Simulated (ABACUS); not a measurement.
# InAs (F-43m) in ABACUS: a series of runs

The runs below take InAs through single point, relaxation of cell and atoms, with BLYP.

Program: ABACUS 3.10.1. These are calculated values, not measurements. Logs are shortened: lines on timing, memory, paths and dates and some standing lists are left out, and cuts for length are marked.

**Experimental background.**

A printed reference work, data compilation reports, for a bulk crystal of InAs at 4.2 K: band gap 0.418 eV (direct).

The runs below are set against these values where they give the same quantity.

**1. The structure**

The structure is cubic, space group F-43m (No. 216). Conventional cell: a = 6.036 Å, b = 6.036 Å, c = 6.036 Å, α = 90.00°, β = 90.00°, γ = 90.00°. In (site symmetry -43m) has 4 As at 2.61 Å as nearest neighbours. Around As (site symmetry -43m) lie 4 In at 2.61 Å.

**2. Single point, BLYP**

File run_abacus.py:

```python
"""ABACUS run from a structure file: ASE reads it, the script writes STRU, KPT and INPUT."""
import re
import subprocess
from ase.io import read
from ase.units import Bohr

atoms = read("POSCAR")
atoms = atoms[(-atoms.numbers).argsort(kind="stable")]  # ABACUS lists atoms element by element
pseudo = {'In': 'In.upf', 'As': 'As.upf'}
orbital = {}
magmoms = None
kmesh = [6, 6, 6]
params = {
    'suffix': 'InAs',
    'calculation': 'scf',
    'basis_type': 'pw',
    'pseudo_dir': './',
    'symmetry': 1,
    'dft_functional': 'GGA_X_B88+GGA_C_LYP',
    'ecutwfc': 84,
    'pseudo_rcut': 10,
    'nspin': 1,
    'nbands': 24,
    'ks_solver': 'dav',
    'smearing_method': 'fd',
    'smearing_sigma': 0.00367493,
    'scf_thr': 1e-08,
    'scf_nmax': 100,
    'mixing_type': 'broyden',
    'mixing_beta': 0.7,
    'cal_force': 1,
    'cal_stress': 1,
    'out_chg': 1,
    'kpar': 4,
}

symbols = atoms.get_chemical_symbols()
elements = list(dict.fromkeys(symbols))
lines = ["ATOMIC_SPECIES"] + [f"{e} {atoms.get_masses()[symbols.index(e)]:.4f} {pseudo[e]}" for e in elements]
if orbital:
    lines += ["", "NUMERICAL_ORBITAL"] + [orbital[e] for e in elements]
lines += ["", "LATTICE_CONSTANT", f"{1 / Bohr:.10f}", "", "LATTICE_VECTORS"]
lines += [" ".join(f"{x:.10f}" for x in v) for v in atoms.cell]
lines += ["", "ATOMIC_POSITIONS", "Direct"]
for e in elements:
    lines += ["", e, "0.0", str(symbols.count(e))]
    for i, p in enumerate(atoms.get_scaled_positions(wrap=False)):
        if symbols[i] == e:
            mag = "" if magmoms is None else " mag " + " ".join(str(x) for x in (magmoms[i] if isinstance(magmoms[i], list) else [magmoms[i]]))
            lines.append(" ".join(f"{x:.10f}" for x in p) + " 1 1 1" + mag)
open("STRU", "w").write("\n".join(lines) + "\n")
open("KPT", "w").write("K_POINTS\n0\nGamma\n%d %d %d 0 0 0\n" % tuple(kmesh))
open("INPUT", "w").write("INPUT_PARAMETERS\n" + "".join(f"{k:<20s}{v}\n" for k, v in params.items()))

done = subprocess.run(['mpirun', '-np', '4', 'abacus'])
if done.returncode:
    raise SystemExit(done.returncode)
log = open("OUT.InAs/running_scf.log").read()
print("final energy (eV):", re.findall(r"FINAL_ETOT_IS (\S+)", log))
```

File POSCAR:

```
InAs
1.0
    0.0000000000      3.0180000000      3.0180000000
    3.0180000000      0.0000000000      3.0180000000
    3.0180000000      3.0180000000      0.0000000000
In As
1 1
Direct
    0.0000000000      0.0000000000      0.0000000000
    0.7500000000      0.7500000000      0.7500000000
```

Potentials or basis: PseudoDojo NC SR 0.5 PBE standard, plane waves.

Launch:

```bash
$ OMP_NUM_THREADS=1 python run_abacus.py > log
```

running log:

```text
ABACUS v3.10.1

               Atomic-orbital Based Ab-initio Computation at UStc

 ------------------------------------------------------------------------------------

 READING GENERAL INFORMATION
                           global_out_dir = OUT.InAs/
                           global_in_card = INPUT
                               pseudo_dir = ./
                              orbital_dir =
                                    DSIZE = 4
                                    GSIZE = 1
[... 5 lines left out ...]

 READING ATOM TYPE 1
                               atom label = In
                      L=0, number of zeta = 1
                      L=1, number of zeta = 1
                      L=2, number of zeta = 1
             number of atom for this type = 1

 READING ATOM TYPE 2
                               atom label = As
                      L=0, number of zeta = 1
                      L=1, number of zeta = 1
                      L=2, number of zeta = 1
             number of atom for this type = 1

                        TOTAL ATOM NUMBER = 2
DIRECT COORDINATES
    atom                   x                   y                   z     mag                  vx                  vy                  vz
taud_In1            0.0000000000        0.0000000000        0.0000000000  0.0000        0.0000000000        0.0000000000        0.0000000000
taud_As1            0.7500000000        0.7500000000        0.7500000000  0.0000        0.0000000000        0.0000000000        0.0000000000

                          Volume (Bohr^3) = 371.009
                             Volume (A^3) = 54.9778

 Lattice vectors: (Cartesian coordinate: in unit of a_0)
                   +0              +3.018              +3.018
               +3.018                  +0              +3.018
               +3.018              +3.018                  +0
 Reciprocal vectors: (Cartesian coordinate: in unit of 2 pi/a_0)
            -0.165673           +0.165673           +0.165673
            +0.165673           -0.165673           +0.165673
            +0.165673           +0.165673           -0.165673
 The esolver type has been set to : ksdft_pw

                PAO radial cut off (Bohr) = 10

 Read in pseudopotential file is In.upf
                     pseudopotential type = NC
          exchange-correlation functional = PBE
                 nonlocal core correction = 1
                        valence electrons = 13
                                     lmax = 2
                           number of zeta = 3
[... 5 lines left out ...]
                           L of projector = 2
                           L of projector = 2
 XC functional updated to : GGA_X_B88+GGA_C_LYP
          exchange-correlation functional = GGA_X_B88+GGA_C_LYP
                PAO radial cut off (Bohr) = 10

 Read in pseudopotential file is As.upf
                     pseudopotential type = NC
          exchange-correlation functional = PBE
                 nonlocal core correction = 1
                        valence electrons = 15
                                     lmax = 2
                           number of zeta = 3
[... 5 lines left out ...]
                           L of projector = 2
                           L of projector = 2
 XC functional updated to : GGA_X_B88+GGA_C_LYP
          exchange-correlation functional = GGA_X_B88+GGA_C_LYP
     initial pseudo atomic orbital number = 18

 SETUP THE ELECTRONS NUMBER
            electron number of element In = 13
      total electron number of element In = 13
            electron number of element As = 15
      total electron number of element As = 15
            AUTOSET number of electrons:  = 28
                           occupied bands = 14
                                   NBANDS = 24
                                   NLOCAL = 18

%%%%%%%%%%%%%%%%%%%%%%%%%%%%%%%%%%%%%%%%%%%%%%%%%%%%%%%%%%%%%%%%%%%%%%%%%%%%%%%%%%%%%%%%%%%%%%%%%%%%%%%%%%
 Warning: the number of valence electrons in pseudopotential > 3 for In: [Kr] 4d10 5s2 5p1
 Warning: the number of valence electrons in pseudopotential > 5 for As: [Ar] 3d10 4s2 4p3
 Pseudopotentials with additional electrons can yield (more) accurate outcomes, but may be less efficient.
 If you're confident that your chosen pseudopotential is appropriate, you can safely ignore this warning.
%%%%%%%%%%%%%%%%%%%%%%%%%%%%%%%%%%%%%%%%%%%%%%%%%%%%%%%%%%%%%%%%%%%%%%%%%%%%%%%%%%%%%%%%%%%%%%%%%%%%%%%%%%

 SETUP THE PLANE WAVE BASIS
 energy cutoff for charge/potential (unit:Ry) = 336
            fft grid for charge/potential = [ 48, 48, 48 ]
                        fft grid division = [ 1, 1, 1 ]
        big fft grid for charge/potential = [ 48, 48, 48 ]
                                     nbxx = 110592
                                     nrxx = 110592

 SETUP PLANE WAVES FOR CHARGE/POTENTIAL
                    number of plane waves = 38709
                         number of sticks = 1507

 PARALLEL PW FOR CHARGE/POTENTIAL
[... 45 lines left out ...]
                                       S1 = 6
                                       S3 = 0
                                       S4 = 6
                                       S6 = 0
                              POINT GROUP = T_d
                                       C2 = 3
                                       C3 = 8
                                       C4 = 0
                                       C6 = 0
                                       S1 = 6
                                       S3 = 0
                                       S4 = 6
                                       S6 = 0
               POINT GROUP IN SPACE GROUP = T_d

 SETUP K-POINTS
                                    nspin = 1
                   Input type of k points = Monkhorst-Pack(Gamma)
                                   nkstot = 216
                       right hand lattice = 1
(for reciprocal lattice: )
[... 8 lines left out ...]
                       right hand lattice = 1
                        ROTATION MATRICES = 48
                               nkstot_ibz = 16
K-POINTS REDUCTION ACCORDING TO SYMMETRY
     IBZ    DIRECT_X    DIRECT_Y    DIRECT_Z  WEIGHT  ibz2bz
       1  0.00000000  0.00000000  0.00000000  0.0046       0
       2  0.16666667  0.16666667  0.16666667  0.0370       1
       3  0.33333333  0.33333333  0.33333333  0.0370       2
       4  0.50000000  0.50000000  0.50000000  0.0185       3
       5  0.16666667  0.16666667  0.00000000  0.0278       7
       6  0.33333333  0.33333333  0.16666667  0.1111       8
[... 8 lines left out ...]
      15  0.50000000  0.33333333 -0.33333333  0.1111      52
      16  0.50000000  0.33333333 -0.16666667  0.0556      58

                               nkstot now = 16
[... K-POINTS DIRECT COORDINATES: 16 rows ...]

           k-point number in this process = 4
       minimum distributed K point number = 4
[... stars of the k points ...]

[... K-POINTS CARTESIAN COORDINATES: 4 rows ...]

[... K-POINTS DIRECT COORDINATES: 4 rows ...]

 SETUP PLANE WAVES FOR WAVE FUNCTIONS
     energy cutoff for wavefunc (unit:Ry) = 84
              fft grid for wave functions = [ 48, 48, 48 ]
                    number of plane waves = 5601
                         number of sticks = 421

 PARALLEL PW FOR WAVE FUNCTIONS
     PROC   COLUMNS(POT)             PW
        1            421           5601
 --------------- sum -------------------
        1            421           5601

 SETUP NONLOCAL PSEUDOPOTENTIALS IN PLANE WAVE BASIS
 In non-local projectors:
 projector 1 L=0
 projector 2 L=0
 projector 3 L=1
 projector 4 L=1
 projector 5 L=2
 projector 6 L=2
 As non-local projectors:
 projector 1 L=0
 projector 2 L=0
 projector 3 L=1
 projector 4 L=1
 projector 5 L=2
 projector 6 L=2
      TOTAL NUMBER OF NONLOCAL PROJECTORS = 36

 Init Non-Local PseudoPotential table :
 Init Non-Local-Pseudopotential done.

                                     npwx = 4909

 Make real space PAO into reciprocal space.
       max mesh points in Pseudopotential = 1001
     dq(describe PAO in reciprocal space) = 0.01
                                    max q = 1104

 number of pseudo atomic orbitals for In is 3
WARNING: norm of atomic wavefunction # 2 of atomic type In is 0.999992, renormalized
WARNING: norm of atomic wavefunction # 3 of atomic type In is 0.998067, renormalized

 number of pseudo atomic orbitals for As is 3
WARNING: norm of atomic wavefunction # 3 of atomic type As is 0.99996, renormalized

 -------------------------------------------
 SELF-CONSISTENT
 -------------------------------------------
                                 init_chg = atomic

 PW ALGORITHM --------------- ION=   1  ELEC=   1--------------------------------

 Notice: Threshold on eigenvalues was too large.
 hsover_error=0.28 > DRHO=0.093226
 Origin diag ethr = 0.01
 New diag ethr = 0.00033295

 Density error is 0.0931085021523
                          Error Threshold = 0.000332950094893
----------------------------------------------------------
     Energy           Rydberg                 eV
----------------------------------------------------------
 E_KohnSham     -344.4123647384      -4685.9706220969
 E_Harris       -342.8920439883      -4665.2855971072
 E_Fermi        0.5834660129         7.9384623654
----------------------------------------------------------
[... 63 lines left out ...]
 Density error is 2.92969901249e-09
                          Error Threshold = 1.37317059873e-10
----------------------------------------------------------
     Energy           Rydberg                 eV
----------------------------------------------------------
 E_KohnSham     -344.4347401036      -4686.2750545584
 E_KS(sigma->0) -344.4347054628      -4686.2745832459
 E_Harris       -344.4348925003      -4686.2771280210
 E_band         -21.4236012355       -291.4830484826
 E_one_elec     -176.4223453793      -2400.3491516823
 E_Hartree      104.7817502957       1425.6288504348
 E_xc           -87.0042454478       -1183.7534882811
 E_Ewald        -185.7898302906      -2527.8003224049
 E_entropy(-TS) -0.0000692816        -0.0009426249
 E_descf        0.0000000000         0.0000000000
 E_exx          0.0000000000         0.0000000000
 E_Fermi        0.6317859179         8.5958883994
----------------------------------------------------------

 charge density convergence is achieved
 final etot is -4686.2750546 eV
 EFERMI = 8.5958883994 eV

 STATE ENERGY(eV) AND OCCUPATIONS    NSPIN == 1
 1/4 kpoint (Cartesian) = 0.0000 0.0000 0.0000 (4909 pws)
       1       -26.2436     0.00925926
       2       -26.2436     0.00925926
       3       -26.2436     0.00925926
       4       -26.2341     0.00925926
       5       -26.2341     0.00925926
       6       -5.94898     0.00925926
[... 94 lines left out ...]
      23        21.1099        0.00000
      24        21.1099        0.00000

------------------------------------------------------------------------------------------
 TOTAL-FORCE (eV/Angstrom)
------------------------------------------------------------------------------------------
                       In1         0.0000000000         0.0000000000         0.0000000000
                       As1         0.0000000000         0.0000000000         0.0000000000
------------------------------------------------------------------------------------------

----------------------------------------------------------------
 TOTAL-STRESS (KBAR)
----------------------------------------------------------------
        73.0342907051         0.0000000000         0.0000000000
        -0.0000000000        73.0342907051         0.0000000000
        -0.0000000000         0.0000000000        73.0342907051
----------------------------------------------------------------
 TOTAL-PRESSURE: 73.034291 KBAR

 --------------------------------------------
 !FINAL_ETOT_IS -4686.2750545583903659 eV
 --------------------------------------------
```

Wall time 7.5 s (4 MPI ranks of Intel Xeon Platinum 8559C (Emerald Rapids), shared host); peak memory 0.44 GiB.

What came out:

```
Free energy            : -4686.2751 eV
Pressure               : 7.3 GPa
Band gap on the k mesh : none (metal or under the smearing width)
```

Levels at points of the mesh, in eV from the Fermi level:
```csv
k point,band 10,band 11,band 12,band 13,band 14,band 15,band 16,band 17,band 18,band 19
"(0.00, 0.00, 0.00)",-14.42,-11.98,-0.35,-0.04,-0.04,-0.04,3.92,3.92,3.92,7.72
"(0.50, 0.50, 0.50)",-14.41,-10.53,-5.81,-1.02,-1.02,0.90,4.73,4.73,7.04,9.16
"(0.50, 0.50, 0.00)",-14.40,-10.00,-5.91,-2.34,-2.34,1.66,2.10,9.20,9.20,9.24
```

Caveat: the potentials were made for another functional, which shifts forces and pressure; this crystal is a semiconductor, whose small gap the functional closes, so the metal is an error of the method.

**3. Relaxation of cell and atoms, BLYP**

File INPUT:

```
INPUT_PARAMETERS
suffix              InAs
calculation         cell-relax
basis_type          pw
pseudo_dir          ./
symmetry            1
dft_functional      GGA_X_B88+GGA_C_LYP
ecutwfc             84
pseudo_rcut         10
nspin               1
nbands              18
ks_solver           dav
smearing_method     fd
smearing_sigma      0.00367493
scf_thr             1e-08
scf_nmax            100
mixing_type         broyden
mixing_beta         0.7
cal_force           1
cal_stress          1
relax_nmax          60
force_thr_ev        0.02
relax_method        cg
out_stru            1
stress_thr          0.2
kpar                4
```

File STRU:

```
ATOMIC_SPECIES
In 114.8180 In.upf
As 74.9216 As.upf

LATTICE_CONSTANT
1.8897261246

LATTICE_VECTORS
0.0000000000 3.0180000000 3.0180000000
3.0180000000 0.0000000000 3.0180000000
3.0180000000 3.0180000000 0.0000000000

ATOMIC_POSITIONS
Direct

In
0.0
1
0.0000000000 0.0000000000 0.0000000000 1 1 1

As
0.0
1
0.7500000000 0.7500000000 0.7500000000 1 1 1
```

File KPT:

```
K_POINTS
0
Gamma
6 6 6 0 0 0
```

Potentials or basis: PseudoDojo NC SR 0.5 PBE standard, plane waves.

Launch:

```bash
$ OMP_NUM_THREADS=1 mpirun -np 4 abacus > log
```

Wall time 17 s (4 MPI ranks of Intel Xeon Platinum 8559C (Emerald Rapids), shared host); peak memory 0.44 GiB.

Results (log left out):

| Item | Value |
| --- | --- |
| Free energy | -4686.4247 eV |
| Relaxed volume | 31.07 Å³/atom |
| Relaxed cell | a = 4.446 Å, b = 4.446 Å, c = 4.446 Å, α = 60.00°, β = 60.00°, γ = 60.00° |
| Space group after relaxing (to 0.05 Å) | F-43m (No. 216) |
| Energy gained by relaxing | 74.8 meV/atom |
| Ionic steps | 4 |
| Pressure after relaxing | 0.0 GPa |
| Band gap on the k mesh | none (metal or under the smearing width) |

Step by step:
```tsv
step	energy change (eV)	largest force (eV/Å)	pressure (GPa)	volume (Å³)
1	0.0000	0.0000	7.31	54.98
2	-0.1143	0.0000	-2.93	65.98
3	-0.1496	0.0000	0.05	62.08
4	-0.1496	0.0000	0.02	62.14
```

Final structure:
```
In As
1.0
     0.00000    3.14374    3.14374
     3.14374    0.00000    3.14374
     3.14374    3.14374    0.00000
In As
1 1
Direct
  0.00000 0.00000 0.00000
  0.75000 0.75000 0.75000
```

Levels at points of the mesh, in eV from the Fermi level:
| k point | band 10 | band 11 | band 12 | band 13 | band 14 | band 15 | band 16 |
| --- | --- | --- | --- | --- | --- | --- | --- |
| (0.00, 0.00, 0.00) | -14.24 | -11.27 | -0.99 | -0.04 | -0.04 | -0.04 | 3.83 |
| (0.50, 0.50, 0.50) | -14.24 | -10.17 | -5.26 | -0.86 | -0.86 | 0.63 | 4.61 |
| (0.50, 0.50, 0.00) | -14.23 | -9.76 | -5.44 | -1.97 | -1.97 | 1.81 | 2.01 |

Caveat: the potentials were made for another functional, which shifts forces and pressure; the volume moved by +13 % from the deposited cell, more than functionals usually miss; this crystal is a semiconductor, whose small gap the functional closes, so the metal is an error of the method. Zero-point motion and thermal expansion aren't in these numbers.

**4. How close it comes**

Step 2. Against the measured gap of InAs, 0.418 eV (direct; 4.2 K; a printed reference work, data compilation), the calculated 0.00 eV is off by -0.42 eV. Spin-orbit coupling on As, In is left out. The value is that of BLYP on a finite k mesh, which can miss the band edges, without temperature or zero-point motion. Semilocal functionals fall short of measured gaps as a rule.
